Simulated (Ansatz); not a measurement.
# Hf (P-1) in Ansatz: further runs

One crystal, Hf, is run at these levels: LDA, PBE; tasks: elastic constants, phonons.

Everything below comes from runs of Ansatz 0.2.0. Logs are shortened: lines on timing, memory, paths and dates and some standing lists are left out, and cuts for length are marked.

### 1 The cell of the first run

The typed cell holds 1 atom: a = 2.880 Å, b = 3.093 Å, c = 3.172 Å, α = 104.64°, β = 108.16°, γ = 109.13°.

This isn't the form of Hf at room conditions, which is hcp.

### 2 Elastic constants, LDA (cell sheared at random, sigma 0.06, atoms nudged by 0.01 Å)

input.yaml reads:

```yaml
crystal:
  lattice:
    - [-1.69499963, 1.65212262, 1.64090873]
    - [1.87648335, -1.65155032, 1.82182015]
    - [1.94105724, 1.89760792, -1.64033643]
  atoms:
    - { symbol: Hf, position: [0.0, 0.0, 0.0] }
hamiltonian:
  xc: lda
  pseudopotentials: { kind: paw }
kpoints:
  mp_grid: { grid: [8, 7, 7] }
scf:
  occupations: { method: fermi_dirac, width: 0.05 }
output:
  forces: true
  stress: true
elastic:
  mode: relaxed_ion
  stencil: two_point
```

Potentials or basis: Ansatz PAW.

Run with:

```console
ansatz run input.yaml --threads 2 --pin off --max-ram 5632MiB --backend cpu --events-out ev --progress --plain --runs-dir out
```

What it wrote:

```text
Warning: RAYON_NUM_THREADS=2 ignored (pool sized by the plan → 2); use --threads N
Engine: ansatz 0.2.0, x86_64-unknown-linux-gnu
Pseudopotentials: kind: paw
Pseudopotential: Hf, paw, valence charge 26, recommended cutoff 420 eV (normal), Hf.paw.azcp
Functional definition: SPW92
  exchange = slater_x
  correlation = pw_c
Crystal: 1 atoms, lattice volume = 23.299 Å³
Basis set: ecut = 420 eV, 461 PW (Γ)
Bands: 17, of which v1, the nominal top of the filled ones, is band 13 counted from 1 (12 counted from 0)
Symmetry: 2 space group operations
Space group: P-1 (ITA 2), of the structure as read, at distance tolerance 2.9e-5 Å
k-points: 197 of 392
Non-local potential: Hf, projectors of the file, l = 0: 3, l = 1: 2, l = 2: 2, l = 3: 3
PAW form: soft (Blöchl's): semilocal exchange-correlation on the pseudo side does not see the compensation charge
PAW frozen core: Hf, regenerated for the run's functional, and the local potential with it (the file was generated under x = pbe(κ = 0.804, μ = 0.2195149727645171), c = pbe(β = 0.06672455060314922))
PAW one-centre angular grid: Hf, 590 points (default); XC on 64 Gauss nodes
Initial density: superposition of atomic densities (neutral atoms: chi_scale 0, normalization atom), corrected by the library's trained network
Initial wavefunctions: pseudopotential atomic-orbital guess
Functional: x = slater, c = lda
SCF iter   1: F=—  HF=-15476.532055 eV  |F-HF|=—  |Δ(HF+E_count)|=         —  Δρ=5.79e-3  dr2=6.50e-3  ethr=1.77e-3  ⟨swp⟩=5.3  Hψ=14621  notcnv=0
preconditioner: auto → Kerker (q_TF=auto, 2.779 Å⁻¹)  [metal: Δε(μ)=0.013 eV  Ē_g=18.395 eV  σ=0.050 eV  W_gap=0.06  n_scr=12 (ndim 8)  ℏωp=37.7 eV  f_vac=0.000  D(μ)=2.07/eV (n_scr^D=20)]
SCF iter   2: F=—  HF=-15476.530915 eV  |F-HF|=—  |Δ(HF+E_count)|=   1.14e-3  Δρ=3.77e-3  dr2=2.83e-3  ethr=2.50e-5  ⟨swp⟩=1.2  Hψ=5134  notcnv=0
SCF iter   3: F=—  HF=-15476.530643 eV  |F-HF|=—  |Δ(HF+E_count)|=   2.72e-4  Δρ=1.22e-3  dr2=4.15e-4  ethr=1.09e-5  ⟨swp⟩=2.0  Hψ=4795  notcnv=0
SCF iter   4: F=—  HF=-15476.530271 eV  |F-HF|=—  |Δ(HF+E_count)|=   3.72e-4  Δρ=3.69e-4  dr2=1.64e-5  ethr=1.60e-6  ⟨swp⟩=2.0  Hψ=5790  notcnv=0
SCF iter   5: F=—  HF=-15476.530265 eV  |F-HF|=—  |Δ(HF+E_count)|=   5.32e-6  Δρ=5.10e-5  dr2=3.80e-7  ethr=6.30e-8  ⟨swp⟩=2.0  Hψ=5934  notcnv=0
SCF iter   6: F=—  HF=-15476.530264 eV  |F-HF|=—  |Δ(HF+E_count)|=   8.69e-7  Δρ=1.45e-5  dr2=4.28e-8  ethr=1.46e-9  ⟨swp⟩=2.0  Hψ=6009  notcnv=0
SCF iter   7: F=—  HF=-15476.530264 eV  |F-HF|=—  |Δ(HF+E_count)|=   1.24e-8  Δρ=2.86e-6  dr2=1.69e-9  ethr=1.65e-10  ⟨swp⟩=2.1  Hψ=5898  notcnv=0
SCF iter   8: F=—  HF=-15476.530264 eV  |F-HF|=—  |Δ(HF+E_count)|=  2.20e-10  Δρ=1.02e-6  dr2=2.88e-10  ethr=6.49e-12  ⟨swp⟩=2.2  Hψ=5786  notcnv=0
SCF iter   9: F=—  HF=-15476.530264 eV  |F-HF|=—  |Δ(HF+E_count)|=  1.82e-10  Δρ=1.97e-7  dr2=7.61e-12  ethr=1.11e-12  ⟨swp⟩=2.0  Hψ=5036  notcnv=0
SCF iter  10: F=—  HF=-15476.530264 eV  |F-HF|=—  |Δ(HF+E_count)|=  3.64e-12  Δρ=4.18e-8  dr2=3.07e-13  ethr=2.93e-14 (applied; sched 1.00e-12)  ⟨swp⟩=2.0  Hψ=5924  notcnv=0
SCF iter  11: F=-15476.530264 eV  HF=-15476.530264 eV  |F-HF|=5.46e-12  |Δ(HF+E_count)|=  1.82e-12  Δρ=6.60e-9  dr2=7.04e-15  ethr=1.00e-12  ⟨swp⟩=4.9  Hψ=13121  notcnv=0
SCF 1 converged in 11 iterations: F = -15476.530264 eV  dr2 = 7.04e-15
Crystal: 1 atoms, lattice volume = 23.252 Å³
Basis set: ecut = 420 eV, 459 PW (Γ)
Initial density: handed on by an earlier stage of this run
Initial wavefunctions: those handed on with the density
iter 1 solved again at ethr=8.88e-9 eV; its pass at ethr=3.10e-3 eV (dr2=2.31e-6 eV) is discarded
SCF iter   1: F=—  HF=-15476.533126 eV  |F-HF|=—  |Δ(HF+E_count)|=         —  Δρ=1.21e-4  dr2=1.75e-6  ethr=8.88e-9  ⟨swp⟩=3.0  Hψ=19468  notcnv=0
preconditioner: auto → Kerker (q_TF=auto, 2.780 Å⁻¹)  [metal: Δε(μ)=0.009 eV  Ē_g=18.358 eV  σ=0.050 eV  W_gap=0.04  n_scr=12 (ndim 8)  ℏωp=37.7 eV  f_vac=0.000  D(μ)=2.09/eV (n_scr^D=20)]
SCF iter   2: F=—  HF=-15476.533126 eV  |F-HF|=—  |Δ(HF+E_count)|=   2.98e-7  Δρ=7.03e-5  dr2=6.54e-7  ethr=6.73e-9  ⟨swp⟩=2.0  Hψ=5524  notcnv=0
SCF iter   3: F=—  HF=-15476.533126 eV  |F-HF|=—  |Δ(HF+E_count)|=   2.84e-9  Δρ=2.10e-5  dr2=6.49e-8  ethr=2.51e-9  ⟨swp⟩=2.0  Hψ=4736  notcnv=0
SCF iter   4: F=—  HF=-15476.533126 eV  |F-HF|=—  |Δ(HF+E_count)|=   7.23e-8  Δρ=9.22e-6  dr2=1.18e-8  ethr=2.50e-10  ⟨swp⟩=2.0  Hψ=5920  notcnv=0
SCF iter   5: F=—  HF=-15476.533126 eV  |F-HF|=—  |Δ(HF+E_count)|=   3.46e-9  Δρ=1.11e-6  dr2=1.71e-10  ethr=4.54e-11  ⟨swp⟩=2.1  Hψ=5787  notcnv=0
SCF iter   6: F=—  HF=-15476.533126 eV  |F-HF|=—  |Δ(HF+E_count)|=  1.80e-10  Δρ=3.55e-7  dr2=1.62e-11  ethr=6.58e-13 (applied; sched 1.00e-12)  ⟨swp⟩=2.0  Hψ=5940  notcnv=0
SCF iter   7: F=—  HF=-15476.533126 eV  |F-HF|=—  |Δ(HF+E_count)|=  2.73e-11  Δρ=8.38e-8  dr2=1.49e-12  ethr=6.25e-14 (applied; sched 1.00e-12)  ⟨swp⟩=2.8  Hψ=6765  notcnv=0
SCF iter   8: F=—  HF=-15476.533126 eV  |F-HF|=—  |Δ(HF+E_count)|=  5.46e-12  Δρ=2.33e-8  dr2=1.49e-13  ethr=5.73e-15 (applied; sched 1.00e-12)  ⟨swp⟩=2.0  Hψ=5916  notcnv=0
SCF iter   9: F=-15476.533126 eV  HF=-15476.533126 eV  |F-HF|=3.64e-12  |Δ(HF+E_count)|=  3.64e-12  Δρ=4.84e-9  dr2=6.12e-15  ethr=1.00e-12  ⟨swp⟩=4.5  Hψ=12352  notcnv=0
SCF 2 converged in 9 iterations: F = -15476.533126 eV  dr2 = 6.12e-15
Crystal: 1 atoms, lattice volume = 23.345 Å³
Basis set: ecut = 420 eV, 463 PW (Γ)
iter 1 solved again at ethr=8.31e-12 eV; its pass at ethr=3.10e-3 eV (dr2=2.16e-9 eV) is discarded
[... 111 lines left out ...]
SCF converged after 11 iterations
Free energy (F): -15476.530264 eV
Harris-Foulkes:  -15476.530264 eV  (|F-HF|=5.46e-12)
Internal energy: -15476.513089 eV  (E = F + TS)
E sigma→0 (E₀):  -15476.521677 eV
Entropy (-TS):   -0.017175 eV (-17.175 meV/atom)
Fermi energy:    18.334174 eV
--- Per-component energies (eV) ---
  E_band       = 2.574503
  E_kinetic    = 424.163006
  E_local      = -5225.902637  (includes V_loc(G=0)·N_el)
  E_nonlocal   = -1233.150910
  E_hartree    = 2444.192642
  E_xc         = -296.948974
  E_vxc        = -265.767685  (∫ρ·V_xc dr)
  E_paw        = -6685.406451  (= ΣΔE_a)
  E_vpaw       = 1414.847446  (= ΣTr[D̂ρ^β])
  E_aug_tail   = -0.000001  (compensation charges beyond the density's cutoff)
  E_ewald      = -4905.917006
  E_core_change = 2.457243  (= ΣΔE_core)
  E_smearing   = -0.017175  (= −TS)
  E_closure    = 0.000000  (closes the sum)
  Σ components = -15476.530264   (vs F -15476.530264, Δ=0.00e0)
--- Forces (eV/Å), atoms counted from 1 ---
  atom   1  Hf     0.00000000     0.00000000     0.00000000
  max |Σ_I F_I| component: 0.00e0 eV/Å
--- Stress (GPa, compression-positive) ---
       -9.874613      -4.767506      -3.714033
       -4.767506     -11.170117      -0.991602
       -3.714033      -0.991602     -12.169321
  P = ⅓ Tr σ = -11.0714 GPa (-110.714 kbar)
--- Band table (eV; the first three rows and the last of 197) ---
  k-point 0: bands = ["-43.2987", "-11.7048", "-11.6022", "-11.4038", "6.6704", "6.6789", "6.7101", "6.7446", "6.7597", "6.7655", "6.7862", "11.5123", "18.6752", "19.0512", "21.0900", "22.4894", "23.1880"]
  k-point 1: bands = ["-43.2925", "-11.8017", "-11.6293", "-11.4095", "6.6715", "6.6839", "6.7169", "6.7423", "6.7558", "6.7635", "6.7800", "12.0845", "18.4886", "18.8342", "21.4242", "22.4575", "23.2067"]
  k-point 2: bands = ["-43.2784", "-12.0337", "-11.6706", "-11.4195", "6.6727", "6.6943", "6.7289", "6.7401", "6.7428", "6.7609", "6.7738", "13.4729", "18.1291", "18.3134", "22.5251", "22.6362", "23.5527"]
  k-point 196: bands = ["-43.1936", "-12.4801", "-11.9345", "-11.7069", "6.6675", "6.7078", "6.7102", "6.7516", "6.7539", "6.7563", "6.7629", "15.9594", "17.9507", "19.2154", "20.9079", "23.3082", "25.8849"]
--- Elastic constants: 6 strain directions × 2 members + reference (group order 2) ---
  dense FFT box of the reference and of every strained cell: 20×24×24
  strains applied: 11, 22, 33, 23, 13, 12; error gains: componentwise 1.00 (the most a stress slope's error grows in a printed constant), spectral 1.00 (1 for all six strains in a standard setting)
  C = ∂σ_k/∂η_j (tension-positive GPa; Voigt order 11 22 33 23 13 12):
        36.831     78.472     84.992     -7.722      5.744      5.330
        77.157     42.133     86.786      3.596     -3.353     -0.945
        82.712     85.804     47.350      2.546     -6.711    -16.977
        -8.710      2.608      1.552     18.113      8.350      4.125
         2.035     -7.086    -10.398      8.348     30.531     -7.311
         0.565     -5.713    -21.737      4.130     -7.304     29.089
  reference stress σ⁰ (GPa):      9.875     11.170     12.169      0.992      3.714      4.768
  C* (energy form; C + prestress term) asymmetry max|C*_kj − C*_jk| = 2.703e-2 GPa — a small one proves nothing (zero by symmetry where the batch's group is 432, −43m or m−3m); a large one is finite-difference/SCF noise where every solve meets its electron count
  moduli (Voigt/Reuss/Hill, GPa): K = 69.14/66.74/67.94   G = 7.44/122.80/65.12   E = 148.05   ν = 0.137
  mechanically stable: NO (min eigenvalue of sym C = -48.10 GPa)
  strain η (Voigt 11):  stress-route row diagonal C_11 = 36.83 GPa, energy-path curvature d²(F+E_count+ΔE)/dδ²/Ω₀ = 36.81 GPa
         δ    σ_11 (GPa)             F (eV)   n_scf  n_hpsi   n_pw
    -2.000e-3       9.8007      -15476.5331259       9   76224    467   relax 0 steps, max|allowed force component| 0.00e0 eV/Å
     2.000e-3       9.9481      -15476.5273818       6   56315    467   relax 0 steps, max|allowed force component| 0.00e0 eV/Å
  strain η (Voigt 22):  stress-route row diagonal C_22 = 42.13 GPa, energy-path curvature d²(F+E_count+ΔE)/dδ²/Ω₀ = 42.11 GPa
         δ    σ_22 (GPa)             F (eV)   n_scf  n_hpsi   n_pw
    -2.000e-3      11.0846      -15476.5335005       9   75318    467   relax 0 steps, max|allowed force component| 0.00e0 eV/Å
     2.000e-3      11.2532      -15476.5270039       6   55262    467   relax 0 steps, max|allowed force component| 0.00e0 eV/Å
  strain η (Voigt 33):  stress-route row diagonal C_33 = 47.35 GPa, energy-path curvature d²(F+E_count+ΔE)/dδ²/Ω₀ = 47.36 GPa
         δ    σ_33 (GPa)             F (eV)   n_scf  n_hpsi   n_pw
    -2.000e-3      12.0739      -15476.5337897       9   74156    467   relax 0 steps, max|allowed force component| 0.00e0 eV/Å
     2.000e-3      12.2633      -15476.5267116       7   68455    467   relax 0 steps, max|allowed force component| 0.00e0 eV/Å
  strain η (Voigt 23):  stress-route row diagonal C_44 = 18.11 GPa, energy-path curvature d²(F+E_count+ΔE)/dδ²/Ω₀ = 12.29 GPa
         δ    σ_23 (GPa)             F (eV)   n_scf  n_hpsi   n_pw
    -2.000e-3       0.9558      -15476.5305499       8   64840    467   relax 0 steps, max|allowed force component| 0.00e0 eV/Å
     2.000e-3       1.0283      -15476.5299721       6   57992    467   relax 0 steps, max|allowed force component| 0.00e0 eV/Å
  strain η (Voigt 13):  stress-route row diagonal C_55 = 30.53 GPa, energy-path curvature d²(F+E_count+ΔE)/dδ²/Ω₀ = 25.02 GPa
         δ    σ_13 (GPa)             F (eV)   n_scf  n_hpsi   n_pw
    -2.000e-3       3.6519      -15476.5313373       8   64653    467   relax 0 steps, max|allowed force component| 0.00e0 eV/Å
     2.000e-3       3.7740      -15476.5291770       5   53376    467   relax 0 steps, max|allowed force component| 0.00e0 eV/Å
  strain η (Voigt 12):  stress-route row diagonal C_66 = 29.09 GPa, energy-path curvature d²(F+E_count+ΔE)/dδ²/Ω₀ = 23.82 GPa
         δ    σ_12 (GPa)             F (eV)   n_scf  n_hpsi   n_pw
    -2.000e-3       4.7091      -15476.5316450       8   66890    467   relax 0 steps, max|allowed force component| 0.00e0 eV/Å
     2.000e-3       4.8255      -15476.5288706       6   66042    467   relax 0 steps, max|allowed force component| 0.00e0 eV/Å
```

It took 34 s on 2 threads of Intel Xeon at 2.70GHz, shared host; peak memory 0.42 GiB.

Results:

```
Free energy            : -15476.5303 eV
Pressure               : -11.1 GPa
Band gap on the k mesh : none (metal or under the smearing width)
Voigt bulk modulus     : 69 GPa
```

Elastic tensor in Voigt notation (GPa, in the Cartesian axes of the cell as first typed):
```
 37  78  85  -8   6   5
 77  42  87   4  -3  -1
 83  86  47   3  -7 -17
 -9   3   2  18   8   4
  2  -7 -10   8  31  -7
  1  -6 -22   4  -7  29
```

Caveat: the cell is more than 3 GPa from zero pressure, which shifts response properties; the elastic tensor has a negative eigenvalue, so either the cell is unstable as it stands or the mesh is too thin; the PAW data sets come from PBE, with cores solved anew for the run's functional, which leaves a small shift of forces and pressure. Spin-orbit coupling is left out, which matters for the levels of Hf.

### 3 Phonons, PBE (cell sheared at random, sigma 0.06, atoms nudged by 0.01 Å)

Changes to input.yaml since step 2:

```diff
@@ -8,3 +8,3 @@
 hamiltonian:
-  xc: lda
+  xc: pbe
   pseudopotentials: { kind: paw }
@@ -14,7 +14,3 @@
   occupations: { method: fermi_dirac, width: 0.05 }
-output:
-  forces: true
-  stress: true
-elastic:
-  mode: relaxed_ion
-  stencil: two_point
+phonons:
+  method: dfpt
```

Potentials or basis: Ansatz PAW.

Run with:

```console
ansatz run input.yaml --threads 2 --pin off --max-ram 5632MiB --backend cpu --events-out ev --progress --plain --runs-dir out
```

What it wrote:

```text
Warning: RAYON_NUM_THREADS=2 ignored (pool sized by the plan → 2); use --threads N
[... 3 set-up lines as earlier in the session ...]
Functional definition: PBE
  parameter kappa = 0.804
  parameter beta = 0.06672455060314922
  exchange = pbe_x(kappa = kappa, mu = beta*pi^2/3)
  correlation = pbe_c(beta = beta)
Crystal: 1 atoms, lattice volume = 23.299 Å³
Basis set: ecut = 420 eV, 461 PW (Γ), exchange–correlation on 40×48×48 points (8 copies of the dense FFT grid, shifted against one another)
Bands: 17, of which v1, the nominal top of the filled ones, is band 13 counted from 1 (12 counted from 0)
[... 35 lines left out ...]
  E_vxc        = -265.672424  (∫ρ·V_xc dr)
  E_paw        = -6927.475532  (= ΣΔE_a)
  E_vpaw       = 1422.671792  (= ΣTr[D̂ρ^β])
  E_aug_tail   = -0.000001  (compensation charges beyond the density's cutoff)
  E_ewald      = -4905.917006
  E_smearing   = -0.017433  (= −TS)
  E_closure    = 0.000000  (closes the sum)
  Σ components = -15721.087848   (vs F -15721.087848, Δ=0.00e0)
--- Band table (eV; the first three rows and the last of 197) ---
  k-point 0: bands = ["-42.9831", "-11.3924", "-11.2914", "-11.1004", "7.0379", "7.0471", "7.0799", "7.1143", "7.1290", "7.1349", "7.1541", "11.8184", "19.0759", "19.4547", "21.5208", "22.8928", "23.6060"]
  k-point 1: bands = ["-42.9769", "-11.4884", "-11.3181", "-11.1061", "7.0391", "7.0521", "7.0867", "7.1121", "7.1254", "7.1329", "7.1476", "12.3886", "18.8769", "19.2277", "21.8522", "22.8592", "23.6240"]
  k-point 2: bands = ["-42.9628", "-11.7185", "-11.3589", "-11.1160", "7.0403", "7.0624", "7.0983", "7.1102", "7.1128", "7.1302", "7.1412", "13.7800", "18.4643", "18.6988", "22.9357", "23.0605", "23.9730"]
  k-point 196: bands = ["-42.8786", "-12.1682", "-11.6201", "-11.3947", "7.0351", "7.0775", "7.0797", "7.1209", "7.1228", "7.1246", "7.1318", "16.2901", "18.2717", "19.5800", "21.3094", "23.6702", "26.2715"]
--- Phonons (Γ-DFPT): 3 representative perturbations + reference, on 197 of 392 k-points (Σ response iterations 9) ---
  k mesh reduced under 1 symmetry operation, with k and −k counted as one. Each operation leaves every solved perturbation unchanged. A smaller set is not used because it would not reduce the number of displacements times k-points to solve
  ASR residual: 3.106e-4 → 0.000e0 eV/Å²; symmetrization residual: 2.969e-6 eV/Å²
  ASR residual per site (eV/Å²): 3.11e-4
  Γ frequencies (cm⁻¹): 0.00 0.00 0.00
  non-analytic LO–TO correction: not included (Born effective charges unavailable; polar crystals: no LO–TO splitting at Γ)
```

second_order_force_constants.tsv:

```text
# format = ansatz-second-order-force-constants/2
# a1_ang = -1.69499963e0 1.65212262e0 1.64090873e0
# a2_ang = 1.87648335e0 -1.65155032e0 1.82182015e0
# a3_ang = 1.94105724e0 1.89760792e0 -1.64033643e0
# n_basis = 1
# site_fields = element frac_a1 frac_a2 frac_a3 mass_amu
# site 0 = Hf 0e0 0e0 0e0 1.78486e2
# supercell = 1 1 1
# site_rule = site = cell*n_basis + kappa, cell = (t1*n2 + t2)*n3 + t3, with n1 n2 n3 from the supercell key
# method = dfpt
# k_mesh = 8 7 7
# k_mesh_shift = 0 0 0
# occupation_method = fermi_dirac
# smearing_width_ev = 5e-2
# n_rotations = 2
# rotation 0 = -1 0 0 0 -1 0 0 0 -1
# rotation 1 = 1 0 0 0 1 0 0 0 1
# asr_row_sum_pre_ev_ang2 0 = 2.3584504514805038e-4 6.3245881420943145e-6 2.662407894189246e-6 6.3245881420943145e-6 3.1055300785287274e-4 -1.3368697949556804e-5 2.662407894189246e-6 -1.3368697949556804e-5 2.6544354220525007e-4
# asr_residual_pre_ev_ang2 = 3.1055300785287274e-4
# asr_residual_post_ev_ang2 = 0e0
# symmetrization_residual_ev_ang2 = 2.9687099243122105e-6
# units = eV/Å^2
# kappa	j	t1	t2	t3	kappa_j	phi_xx	phi_xy	phi_xz	phi_yx	phi_yy	phi_yz	phi_zx	phi_zy	phi_zz
0	0	0	0	0	0	0e0	0e0	0e0	0e0	0e0	0e0	0e0	0e0	0e0
```

Wall time 17 s (2 threads of Intel Xeon at 2.70GHz, shared host); peak memory 0.55 GiB.

What came out:

| Quantity | Value |
| --- | --- |
| Free energy | -15721.0878 eV |
| Band gap on the k mesh | none (metal or under the smearing width) |
